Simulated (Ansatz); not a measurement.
Here is an Ansatz 0.2.0 calculation.

File input.yaml:

```yaml
crystal:
  lattice:
    - [-1.443, 1.443, 1.443]
    - [1.443, -1.443, 1.443]
    - [1.443, 1.443, -1.443]
  atoms:
    - { symbol: Fe, position: [0.0, 0.0, 0.0], spin: 3.0 }
kpoints:
  mp_grid: { grid: [13, 13, 13] }
  band_path:
    path:
      - [0.0, 0.0, 0.0]
      - [0.5, -0.5, 0.5]
      - [0.0, 0.0, 0.5]
      - [0.0, 0.0, 0.0]
      - [0.25, 0.25, 0.25]
      - [0.5, -0.5, 0.5]
    npoints: 10
scf:
  occupations: { method: fermi_dirac, width: 0.05 }
hamiltonian:
  xc: pbesol
  pseudopotentials: { kind: all_electron, lapw: { basis_error: 0.001 } }
magnetization:
  spin_polarized: true
output:
  forces: true
  stress: true
  eigenvalues: true
```

Potentials or basis: all-electron LAPW, scalar-relativistic.

Command:

```console
$ ansatz run input.yaml --threads 2 --pin off --max-ram 6144MiB --backend cpu --events-out ev --progress --plain --runs-dir out
```

Q: Estimate the net moment.

A: 2.25 μB per cell.

Q: What does it give for the pressure?

A: -18.1 GPa.

Levels at the corners of the path, in eV from the Fermi level:
Spin up:
```csv
point,band 5,band 6,band 7,band 8,band 9,band 10,band 11,band 12,band 13,band 14
Γ,-8.24,-2.19,-2.19,-2.19,-1.04,-1.04,23.80,23.80,23.80,28.97
H,-4.54,-4.54,0.07,0.07,0.07,9.36,9.36,9.36,15.00,15.00
N,-4.68,-3.20,-0.99,-0.87,0.32,0.41,6.82,17.52,19.08,22.48
Γ,-8.24,-2.19,-2.19,-2.19,-1.04,-1.04,23.80,23.80,23.80,28.97
P,-3.08,-3.08,-3.08,-0.84,-0.84,8.19,8.19,8.19,9.98,37.17
H,-4.54,-4.54,0.07,0.07,0.07,9.36,9.36,9.36,15.00,15.00
```
Spin down:
| point | band 3 | band 4 | band 5 | band 6 | band 7 | band 8 | band 9 | band 10 | band 11 | band 12 |
| --- | --- | --- | --- | --- | --- | --- | --- | --- | --- | --- |
| Γ | -51.04 | -51.04 | -8.01 | -0.20 | -0.20 | -0.20 | 1.69 | 1.69 | 23.70 | 23.70 |
| H | -51.32 | -51.32 | -2.71 | -2.71 | 2.35 | 2.35 | 2.35 | 9.70 | 9.70 | 9.70 |
| N | -51.17 | -51.04 | -3.36 | -1.41 | 0.58 | 1.56 | 1.93 | 2.63 | 8.26 | 17.64 |
| Γ | -51.04 | -51.04 | -8.01 | -0.20 | -0.20 | -0.20 | 1.69 | 1.69 | 23.70 | 23.70 |
| P | -51.23 | -51.23 | -1.61 | -1.61 | -1.61 | 1.97 | 1.97 | 9.16 | 9.16 | 9.16 |
| H | -51.32 | -51.32 | -2.71 | -2.71 | 2.35 | 2.35 | 2.35 | 9.70 | 9.70 | 9.70 |
